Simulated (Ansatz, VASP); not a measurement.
## C in VASP and in Ansatz

Contents of POSCAR:

```
C
1.0
    0.0000000000      1.7833800000      1.7833800000
    1.7833800000      0.0000000000      1.7833800000
    1.7833800000      1.7833800000      0.0000000000
C
2
Direct
    0.5000000000      0.5000000000      0.5000000000
    0.7500000000      0.7500000000      0.7500000000
```

The input INCAR.step1:

```
SYSTEM = C
  ALGO = Normal
  EDIFF = 1E-4
  ENCUT = 520
  GGA = PE
  ISMEAR = 0
  LASPH = .TRUE.
  LCHARG = .FALSE.
  LREAL = .FALSE.
  LWAVE = .TRUE.
  NBANDS = 11
  NELM = 80
  PREC = Accurate
  SIGMA = 0.01
```

The input INCAR.step2:

```
SYSTEM = C
  ALGO = Normal
  EDIFF = 1E-7
  ENCUT = 520
  ISIF = 2
  ISMEAR = 0
  ISTART = 1
  LASPH = .TRUE.
  LCHARG = .FALSE.
  LMIXTAU = .TRUE.
  LREAL = .FALSE.
  LWAVE = .FALSE.
  METAGGA = R2SCAN
  NBANDS = 11
  NELM = 80
  PREC = Accurate
  SIGMA = 0.01
```

KPOINTS

```
k-points
0
G
  12 12 12
  0 0 0
```

Input for Ansatz:

```yaml
crystal:
  lattice:
    - [0.0, 1.78338, 1.78338]
    - [1.78338, 0.0, 1.78338]
    - [1.78338, 1.78338, 0.0]
  atoms:
    - { symbol: C, position: [0.5, 0.5, 0.5] }
    - { symbol: C, position: [0.75, 0.75, 0.75] }
hamiltonian:
  xc: r2scan
  pseudopotentials: { kind: paw }
basis:
  ecutwfc: 500
kpoints:
  mp_grid: { grid: [12, 12, 12] }
scf:
  occupations: { method: fixed }
  lower_state_search: "off"
  max_iter: 70
output:
  forces: true
  stress: true
```

Alike in both runs: task single point; functional r2SCAN; k mesh 12 × 12 × 12; no spin polarisation.

```csv
,VASP,Ansatz
version,VASP 6.6.1,Ansatz 0.2.0
potentials or method,"VASP PAW PBE potentials, release 64 (C)","PAW, plane waves, scalar-relativistic"
plane-wave cutoff (eV),520,500
occupations,"gaussian, width 0.01 eV",fixed
valence electrons in the cell,8,8
```

```tsv
	VASP	Ansatz	Ansatz less VASP
pressure (GPa)	-1.3	-2.4	-1.09
```

Caveats: the PAW data sets were made with another functional, which shifts forces and pressure a little (VASP).
